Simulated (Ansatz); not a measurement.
**MgSe: how the settings move a calculation**

Question: which choices in the input matter for MgSe?

The COD entry's cell or inner coordinates are ideal or old and differ from later refinements, so a difference from it is no clean test against experiment.

Method: reference: DFT, PBE, plane-wave PAW, default files, scalar-relativistic, in Ansatz 0.2.0.

### 1 Starting point

The structure is cubic, space group Fm-3m (No. 225). The conventional cell has a = 5.451 Å, b = 5.451 Å, c = 5.451 Å, α = 90.00°, β = 90.00°, γ = 90.00°. Mg (site symmetry m-3m) is surrounded by 6 Se at 2.73 Å. Se (site symmetry m-3m) has 6 Mg at 2.73 Å as nearest neighbours.

Structure file:

```
CELL_PARAMETERS angstrom
0.00000 2.72550 2.72550
2.72550 0.00000 2.72550
2.72550 2.72550 0.00000
ATOMIC_POSITIONS crystal
Mg 0.00000 0.00000 0.00000
Se 0.50000 0.50000 0.50000
```

### 2 Baseline

File input.yaml:

```yaml
crystal:
  lattice:
    - [0.0, 2.7255, 2.7255]
    - [2.7255, 0.0, 2.7255]
    - [2.7255, 2.7255, 0.0]
  atoms:
    - { symbol: Mg, position: [0.0, 0.0, 0.0] }
    - { symbol: Se, position: [0.5, 0.5, 0.5] }
kpoints:
  mp_grid: { grid: [9, 9, 9] }
scf:
  occupations: { method: fermi_dirac, width: 0.02 }
hamiltonian:
  xc: pbe
  pseudopotentials: { kind: paw }
output:
  forces: true
  stress: true
  populations: true
  efg: { quadrupole_moments_barn: { Mg: 0.1994 }, contact_densities: true }
relax:
  f_tol: 0.02
  max_steps: 60
```

Launch:

```bash
ansatz run input.yaml --threads 1 --pin off --max-ram 2560MiB --backend cpu --events-out ev --progress --plain --runs-dir out
```

The main lines of its log:

```text
[...]
Basis set: ecut = 420 eV, 749 PW (Γ), exchange–correlation on 54×54×54 points (8 copies of the dense FFT grid, shifted against one another)
[...]
k-points: 35 of 729
[...]
SCF iter   1: F=—  HF=-7395.355717 eV  |F-HF|=—  |Δ(HF+E_count)|=         —  Δρ=7.55e-4  dr2=2.68e-4  ethr=1.77e-3  ⟨swp⟩=6.0  Hψ=2888  notcnv=0
preconditioner: auto → none  [insulator: Δε(μ)=1.935 eV  Ē_g=11.272 eV  σ=0.020 eV  W_gap=1.00  n_scr=14 (ndim 8)  ℏωp=16.5 eV  f_vac=0.000  D(μ)=0.00/eV (n_scr^D=0)  ε∞_Penn≈3.1]
SCF iter   2: F=—  HF=-7395.355732 eV  |F-HF|=—  |Δ(HF+E_count)|=   1.54e-5  Δρ=5.01e-4  dr2=1.53e-4  ethr=1.03e-6  ⟨swp⟩=2.8  Hψ=1299  notcnv=0
[...]
SCF iter   5: F=—  HF=-7395.355728 eV  |F-HF|=—  |Δ(HF+E_count)|=   1.10e-5  Δρ=1.51e-5  dr2=8.50e-8  ethr=3.39e-8  ⟨swp⟩=2.0  Hψ=729  notcnv=0
SCF iter   6: F=-7395.355728 eV  HF=-7395.355728 eV  |F-HF|=1.69e-9  |Δ(HF+E_count)|=   6.32e-8  Δρ=2.12e-6  dr2=2.03e-9  ethr=3.27e-10  ⟨swp⟩=2.4  Hψ=2030  notcnv=0
[...]
relax step   1: F+E_penalty+E_count = -7395.35572759 eV  Δ(F+E_penalty+E_count) = +0.000e0 eV  max|allowed force component| = 4.207e-29 eV/Å  Δτ_max = 0.0000 Å  (6 SCF iters, accepted)
[...]
SCF converged after 6 iterations
Free energy (F): -7395.355728 eV
[...]
E sigma→0 (E₀):  -7395.355728 eV
Fermi energy:    8.737335 eV
[...]
  P = ⅓ Tr σ = 2.0283 GPa (20.283 kbar)
[...]
--- Relaxed structure (1 steps of the walk, 1 accepted, 0 SCFs on fresh bases) ---
[...]
```

Wall time 3.3 s (1 thread of Arm Neoverse V1, shared host); peak memory 0.35 GiB.

### 3 Variant: occupations.method gaussian, occupations.width 0.05

input.yaml, as its differences from that of step 2:

```diff
@@ -11,3 +11,3 @@
 scf:
-  occupations: { method: fermi_dirac, width: 0.02 }
+  occupations: { method: gaussian, width: 0.05 }
 hamiltonian:
@@ -20,4 +20 @@
   efg: { quadrupole_moments_barn: { Mg: 0.1994 }, contact_densities: true }
-relax:
-  f_tol: 0.02
-  max_steps: 60
```

Launch:

```bash
ansatz run input.yaml --threads 1 --pin off --max-ram 2560MiB --backend cpu --events-out ev --progress --plain --runs-dir out
```

The log of the run, shortened:

```text
Warning: RAYON_NUM_THREADS=1 ignored (pool sized by the plan → 1); use --threads N
[...]
Pseudopotentials: kind: paw
Pseudopotential: Mg, paw, valence charge 10, recommended cutoff 420 eV (normal), Mg.paw.azcp
Pseudopotential: Se, paw, valence charge 16, recommended cutoff 420 eV (normal), Se.paw.azcp
Functional definition: PBE
[...]
Crystal: 2 atoms, lattice volume = 40.492 Å³
Basis set: ecut = 420 eV, 749 PW (Γ), exchange–correlation on 54×54×54 points (8 copies of the dense FFT grid, shifted against one another)
Bands: 17, of which v1, the nominal top of the filled ones, is band 13 counted from 1 (12 counted from 0)
Symmetry: 48 space group operations
Space group: Fm-3m (ITA 225), of the structure as read, at distance tolerance 3.4e-5 Å
k-points: 35 of 729
[...]
SCF iter   1: F=—  HF=-7395.356204 eV  |F-HF|=—  |Δ(HF+E_count)|=         —  Δρ=7.73e-4  dr2=2.93e-4  ethr=1.77e-3  ⟨swp⟩=5.8  Hψ=2887  notcnv=0
[...]
SCF iter   6: F=-7395.355728 eV  HF=-7395.355728 eV  |F-HF|=4.30e-9  |Δ(HF+E_count)|=  4.25e-10  Δρ=3.45e-6  dr2=8.00e-9  ethr=3.85e-10  ⟨swp⟩=5.0  Hψ=2398  notcnv=0
[...]
SCF converged after 6 iterations
Free energy (F): -7395.355728 eV
[...]
E sigma→0 (E₀):  -7395.355728 eV
Fermi energy:    8.741289 eV
[...]
--- Forces (eV/Å), atoms counted from 1 ---
  atom   1  Mg    -0.00000000     0.00000000     0.00000000
  atom   2  Se    -0.00000000     0.00000000     0.00000000
[...]
--- Stress (GPa, compression-positive) ---
        2.028274      -0.000000       0.000000
        0.000000       2.028274       0.000000
       -0.000000       0.000000       2.028274
  P = ⅓ Tr σ = 2.0283 GPa (20.283 kbar)
--- PAW observables at the nuclei: V_zz in 10²¹ V/m², potentials from the cell's mean, atoms counted from 1 ---
  atom   1  Mg V_zz =    +0.000000   η = 0.0000   by run symmetry: forbidden   C_q = +0.0000 MHz
            electrostatic potential = -1101.620650 V   contact ρ = 7797.018430 e/Å³
  atom   2  Se V_zz =    +0.000000   η = 0.0000   by run symmetry: forbidden
            electrostatic potential = -4710.196474 V   contact ρ = 262870.189997 e/Å³
--- Band table (eV; the first three rows and the last of 35) ---
  k-point 0: bands = ["-67.5761", "-38.4358", "-38.4358", "-38.4296", "-38.4296", "-38.4296", "-34.3287", "-34.3287", "-34.3287", "-5.1806", "7.7652", "7.7652", "7.7652", "10.3727", "15.1899", "15.1899", "15.1899"]
[...]
--- Löwdin populations: 2 sites ---
  site symbol       q [e]
     0     Mg      8.5671
     1     Se     17.2835
  spilling = 0.005749 (of n_electrons = 26.000000)
```

Wall time 3.1 s (1 thread of Arm Neoverse V1, shared host); peak memory 0.34 GiB.

The changed input (smearing) leaves the energy the same to the digits printed.

### 4 Changed: ecutwfc 18.4 Ry

input.yaml, as its differences from that of step 2:

```diff
@@ -20,4 +20,3 @@
   efg: { quadrupole_moments_barn: { Mg: 0.1994 }, contact_densities: true }
-relax:
-  f_tol: 0.02
-  max_steps: 60
+basis:
+  ecutwfc: "18.4 Ry"
```

Launch:

```bash
ansatz run input.yaml --threads 1 --pin off --max-ram 2560MiB --backend cpu --events-out ev --progress --plain --runs-dir out
```

The log of the run:

```text
Warning: basis.ecutwfc = 250.34475346308957 eV is below the records' recommended 420 eV, and the density's cutoff is lower with it unless basis.ecutrho_ratio is high enough to keep the records' density cutoff: compare with a run at a higher cutoff
Warning: RAYON_NUM_THREADS=1 ignored (pool sized by the plan → 1); use --threads N
Engine: ansatz 0.2.0, aarch64-unknown-linux-gnu
[... 4 set-up lines as earlier in the session ...]
  parameter kappa = 0.804
  parameter beta = 0.06672455060314922
  exchange = pbe_x(kappa = kappa, mu = beta*pi^2/3)
  correlation = pbe_c(beta = beta)
Crystal: 2 atoms, lattice volume = 40.492 Å³
Basis set: ecut = 250.34475346308957 eV, 339 PW (Γ), exchange–correlation on 40×40×40 points (8 copies of the dense FFT grid, shifted against one another)
Bands: 17, of which v1, the nominal top of the filled ones, is band 13 counted from 1 (12 counted from 0)
[... 2 set-up lines as earlier in the session ...]
k-points: 35 of 729
Non-local potential: Mg, projectors of the file, l = 0: 3, l = 1: 2, l = 2: 1
Non-local potential: Se, projectors of the file, l = 0: 2, l = 1: 2, l = 2: 3, l = 3: 1
PAW form: soft (Blöchl's): semilocal exchange-correlation on the pseudo side does not see the compensation charge
PAW one-centre angular grid: Mg, 110 points (default); XC on 64 Gauss nodes
PAW one-centre angular grid: Se, 590 points (default); XC on 64 Gauss nodes
Initial density: superposition of atomic densities (neutral atoms: chi_scale 0, normalization atom), corrected by the library's trained network
Initial wavefunctions: pseudopotential atomic-orbital guess
Functional: x = pbe(κ = 0.804, μ = 0.2195149727645171), c = pbe(β = 0.06672455060314922)
SCF iter   1: F=—  HF=-7394.825733 eV  |F-HF|=—  |Δ(HF+E_count)|=         —  Δρ=4.52e-3  dr2=1.95e-3  ethr=1.77e-3  ⟨swp⟩=5.6  Hψ=2516  notcnv=0
preconditioner: auto → none  [insulator: Δε(μ)=1.956 eV  Ē_g=11.313 eV  σ=0.020 eV  W_gap=1.00  n_scr=14 (ndim 8)  ℏωp=16.5 eV  f_vac=0.000  D(μ)=0.00/eV (n_scr^D=0)  ε∞_Penn≈3.1]
SCF iter   2: F=—  HF=-7394.782800 eV  |F-HF|=—  |Δ(HF+E_count)|=   4.29e-2  Δρ=2.84e-3  dr2=2.79e-3  ethr=7.51e-6  ⟨swp⟩=2.0  Hψ=1470  notcnv=0
SCF iter   3: F=—  HF=-7394.780060 eV  |F-HF|=—  |Δ(HF+E_count)|=   2.74e-3  Δρ=1.10e-3  dr2=3.37e-4  ethr=7.51e-6  ⟨swp⟩=2.0  Hψ=1155  notcnv=0
SCF iter   4: F=—  HF=-7394.779953 eV  |F-HF|=—  |Δ(HF+E_count)|=   1.07e-4  Δρ=3.40e-4  dr2=2.16e-5  ethr=1.30e-6  ⟨swp⟩=2.0  Hψ=1087  notcnv=0
SCF iter   5: F=—  HF=-7394.779821 eV  |F-HF|=—  |Δ(HF+E_count)|=   1.32e-4  Δρ=2.62e-5  dr2=2.34e-7  ethr=8.32e-8  ⟨swp⟩=2.0  Hψ=985  notcnv=0
SCF iter   6: F=-7394.779821 eV  HF=-7394.779821 eV  |F-HF|=4.65e-10  |Δ(HF+E_count)|=   3.92e-8  Δρ=2.81e-6  dr2=3.34e-9  ethr=3.85e-10  ⟨swp⟩=5.0  Hψ=2330  notcnv=0
SCF 1 converged in 6 iterations: F = -7394.779821 eV  dr2 = 3.34e-9
SCF converged after 6 iterations
Free energy (F): -7394.779821 eV
Harris-Foulkes:  -7394.779821 eV  (|F-HF|=4.65e-10)
Internal energy: -7394.779821 eV  (E = F + TS)
E sigma→0 (E₀):  -7394.779821 eV
Fermi energy:    8.729083 eV
--- Per-component energies (eV) ---
  E_band       = -710.555466
  E_kinetic    = 198.961443
  E_local      = -3825.050919  (includes V_loc(G=0)·N_el)
  E_nonlocal   = -492.173250
  E_hartree    = 1688.897770
  E_xc         = -135.188699
  E_vxc        = -138.209670  (∫ρ·V_xc dr)
  E_paw        = -2213.754398  (= ΣΔE_a)
  E_vpaw       = 168.133706  (= ΣTr[D̂ρ^β])
  E_aug_tail   = -0.013890  (compensation charges beyond the density's cutoff)
  E_ewald      = -2616.457878
  E_smearing   = -0.000000  (= −TS)
  E_closure    = -0.000000  (closes the sum)
  Σ components = -7394.779821   (vs F -7394.779821, Δ=0.00e0)
--- Forces (eV/Å), atoms counted from 1 ---
  atom   1  Mg    -0.00000000     0.00000000     0.00000000
  atom   2  Se    -0.00000000     0.00000000     0.00000000
  max |Σ_I F_I| component: 3.02e-30 eV/Å
--- Stress (GPa, compression-positive) ---
        1.905501       0.000000      -0.000000
       -0.000000       1.905501       0.000000
       -0.000000       0.000000       1.905501
  P = ⅓ Tr σ = 1.9055 GPa (19.055 kbar)
--- PAW observables at the nuclei: V_zz in 10²¹ V/m², potentials from the cell's mean, atoms counted from 1 ---
  atom   1  Mg V_zz =    -0.000000   η = 0.0000   by run symmetry: forbidden   C_q = -0.0000 MHz
            electrostatic potential = -1100.968611 V   contact ρ = 7797.040842 e/Å³
  atom   2  Se V_zz =    -0.000000   η = 0.0000   by run symmetry: forbidden
            electrostatic potential = -4707.896545 V   contact ρ = 262871.132349 e/Å³
--- Band table (eV; the first three rows and the last of 35) ---
  k-point 0: bands = ["-67.7857", "-39.2315", "-39.2315", "-39.2315", "-39.2266", "-39.2266", "-34.5147", "-34.5147", "-34.5147", "-5.2101", "7.7404", "7.7404", "7.7404", "10.3418", "15.2653", "15.2653", "15.2653"]
  k-point 1: bands = ["-67.7859", "-39.2424", "-39.2424", "-39.2347", "-39.2313", "-39.2313", "-34.5229", "-34.5174", "-34.5174", "-5.1048", "6.7245", "7.6598", "7.6598", "11.1722", "14.9532", "15.4661", "15.4661"]
  k-point 2: bands = ["-67.7867", "-39.2595", "-39.2595", "-39.2390", "-39.2372", "-39.2372", "-34.5341", "-34.5240", "-34.5240", "-4.8149", "5.1177", "7.4736", "7.4736", "11.8671", "15.1153", "15.1153", "15.2743"]
  k-point 34: bands = ["-67.7867", "-39.2637", "-39.2588", "-39.2585", "-39.2507", "-39.2420", "-34.5379", "-34.5344", "-34.5314", "-3.7725", "4.1057", "4.6870", "5.4798", "12.2261", "14.5986", "14.7813", "16.4283"]
--- Löwdin populations: 2 sites ---
  site symbol       q [e]
     0     Mg      8.5630
     1     Se     17.2870
  spilling = 0.005769 (of n_electrons = 26.000000)
```

It took 2.5 s on 1 thread of Arm Neoverse V1, shared host; peak memory 0.31 GiB.

Changing the cutoff moves the energy by +288.0 meV/atom, and the gap on the mesh goes from 1.95 to 1.99 eV. The lower cutoff gives the higher energy: the smaller basis describes the state less well. The log warns that the cutoff is under what these potentials recommend, so the shift is basis error. These settings are too coarse to quote as the system's properties.

### 5 Comparison

| run | ending | energy change | pressure (GPa) | gap (eV) | force (eV/Å) | cycles | time |
| --- | --- | --- | --- | --- | --- | --- | --- |
| reference | converged | 0 | 2.0 | 1.95 | 0.00 | 6 | 3.3 s |
| 1: occupations.method gaussian, occupations.width 0.05 | converged | 0.0 meV/atom (σ→0) | 2.0 | 1.95 | 0.00 | 6 | 3.1 s |
| 2: ecutwfc 18.4 Ry | converged | +288.0 meV/atom | 1.9 | 1.99 | 0.00 | 6 | 2.5 s |

Run 2 ran under the cutoff that the potentials recommend, as the log warns, so basis error is mixed into its values. Symmetry fixes the atoms and the cell is held, so no setting can move this relaxation. 

These are semilocal Kohn-Sham gaps, which aren't the measured quantity. Such gaps usually fall short of the measured ones.
